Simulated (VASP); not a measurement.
Wanted: an ASE script for a VASP 6.6.1 run.

```yaml
Task: equation of state
Functional: PBEsol
Dispersion: D4
Potentials_or_basis: VASP PAW PBE potentials, release 54 (Pb_d)
Cutoff: 520 eV
k_mesh: 9 × 9 × 5
Occupations: methfessel-paxton, width 0.1 eV
Spin: no spin polarisation
Further_INCAR_settings: ALGO = Fast; EDIFF = 1.00e-06
```

The structure of Pb lies in Pb.cif:

```cif
data_Pb
_cell_length_a 3.48000000
_cell_length_b 3.48000000
_cell_length_c 5.59000000
_cell_angle_alpha 90.00000000
_cell_angle_beta 90.00000000
_cell_angle_gamma 120.00000000
_space_group_name_H-M_alt 'P1'
_space_group_name_Hall 'P 1'
_space_group_IT_number 1
loop_
_space_group_symop_operation_xyz
'x,y,z'
loop_
_atom_site_label
_atom_site_type_symbol
_atom_site_symmetry_multiplicity
_atom_site_Wyckoff_symbol
_atom_site_fract_x
_atom_site_fract_y
_atom_site_fract_z
_atom_site_occupancy
Pb1 Pb 1 a 0.6666666667 0.3333333333 0.7500000000 1
Pb2 Pb 1 a 0.3333333333 0.6666666667 0.2500000000 1
```

This isn't the form of Pb at room conditions, which is fcc.

These files were run (other wordings do the same):

run.py

```python
from ase.calculators.vasp import Vasp
from ase.eos import EquationOfState
from ase.io import Trajectory
from ase.io import read
from ase.units import GPa

atoms = read('Pb.cif')
calc = Vasp(
    directory='calc',
    xc='pbesol',
    pp='PBE',
    setups='recommended',
    pp_version='54',
    prec='Accurate',
    encut=520,
    ediff=1e-06,
    ismear=1,
    sigma=0.1,
    lreal=False,
    lasph=True,
    nelm=60,
    algo='Fast',
    isif=2,
    lwave=False,
    lcharg=False,
    ivdw=13,
    lmaxmix=6,
    kpts=[9, 9, 5],
    gamma=True,
)
atoms.calc = calc
cell = atoms.cell.copy()
volumes, energies = [], []
traj = Trajectory('eos.traj', 'w')
for x in [0.94, 0.96, 0.98, 1.0, 1.02, 1.04, 1.06]:
    atoms.set_cell(cell * x ** (1 / 3), scale_atoms=True)
    volumes.append(atoms.get_volume())
    energies.append(atoms.get_potential_energy())
    traj.write(atoms)
    print(f'{x:5.2f} {volumes[-1]:12.5f} {energies[-1]:14.6f}')

v0, e0, B = EquationOfState(volumes, energies, eos='birchmurnaghan').fit()
print(f'V0 = {v0:.4f} A^3, E0 = {e0:.6f} eV, B = {B / GPa:.2f} GPa')
```

Potentials or basis: VASP PAW PBE potentials, release 54 (Pb_d).

Command:

```console
$ python run.py
```

It gave:

```yaml
Equilibrium_volume: "29.05 Å³/atom (rough: see the caveat)"
Bulk_modulus_at_fixed_shape_and_positions: 52 GPa (rough)
```

Caveat: the fit is doubtful: noisy points or a state that changes with volume; the cell was scaled at fixed shape and fractional positions, which overstates the stiffness of a crystal with free parameters, most of all of layers and chains; the PAW data sets were made with another functional, which shifts forces and pressure a little.

Run time: 2.9 min on 1 thread of Intel(R) Xeon(R) Platinum 8488C (Sapphire Rapids), with other jobs on the host, peak memory 0.18 GiB.
